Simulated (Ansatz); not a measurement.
Computed scan of one atom of the cell: GeO2 (rutile)

Starting cell, GeO2 (rutile):

```
GeO2
1.0
    4.48750     0.00000     0.00000
    0.00000     4.48750     0.00000
    0.00000     0.00000     2.90497
Ge O
2 4
Direct
  0.00000   0.00000   0.00000
  0.50000   0.50000   0.50000
  0.30714   0.30714   0.00000
  0.80714   0.19286   0.50000
  0.19286   0.80714   0.50000
  0.69286   0.69286   0.00000
```

Scan: atom 4 (O, nearest neighbour Ge at 1.899 Å; its periodic images, 2.9 Å or more away, move with it) is displaced towards the nearest neighbour, direction (0.456, -0.456, -0.765) in Cartesian axes, by s. The other atoms stay.

Method: PBE (plane waves to 420 eV, PAW, scalar-relativistic; Ansatz, a quantum-chemistry and plane-wave program). k mesh 6×6×9 (Γ-centred), Fermi-Dirac smearing 0.05 eV. E stands for the smeared free energy. Stress and pressure are positive under compression. F∥ is the force on the atom along that direction. F⊥ is the part of the force across the line. GeO2 was relaxed with its symmetry unable to fall. The zero of ΔE is the undisplaced structure.

| s (Å) | ΔE (meV/cell) | |F⊥| (eV/Å) | F∥ (eV/Å) | P (GPa) |
|---|---|---|---|---|
| -0.380 | 1029 | 3.180 | 5.052 | 4.2 |
| -0.304 | 679 | 2.224 | 4.166 | 2.3 |
| -0.228 | 397 | 1.453 | 3.262 | 0.9 |
| -0.152 | 185 | 0.846 | 2.306 | 0.0 |
| -0.076 | 49 | 0.373 | 1.245 | -0.4 |
| 0.000 | 0 | 0.000 | 0.000 | 0.0 |
| 0.076 | 56 | 0.309 | -1.544 | 1.2 |
| 0.152 | 246 | 0.590 | -3.550 | 3.4 |
| 0.228 | 613 | 0.877 | -6.249 | 7.0 |
| 0.304 | 1222 | 1.196 | -9.979 | 12.2 |
| 0.380 | 2169 | 1.569 | -15.271 | 19.6 |

Key numbers:

```
Quantity                                                                                                                                               Result
--------------------------------------------------------  ---------------------------------------------------------------------------------------------------
Energy at s = 0.380 Å                                                                                                                           2169 meV/cell
Force along the line at s = -0.380 Å                                                                                                                5.05 eV/Å
Symmetry of the curve                                                                                     not even: the positive side lies higher at ±0.380 Å
Shape of the curve                                                                             a single well with its minimum at or next to zero displacement
Force constant k = d²E/ds² at s = 0 (finite differences)                                                                                           18.0 eV/Å²
Harmonic estimate at the end of the scan                  ½ks² = 1303 meV/cell against the computed 2169 meV/cell, so the well is stiffer than harmonic there
```

(For displaced atoms, the force is minus the slope of the energy, and its curvature is a force constant, which sets phonon frequencies.)
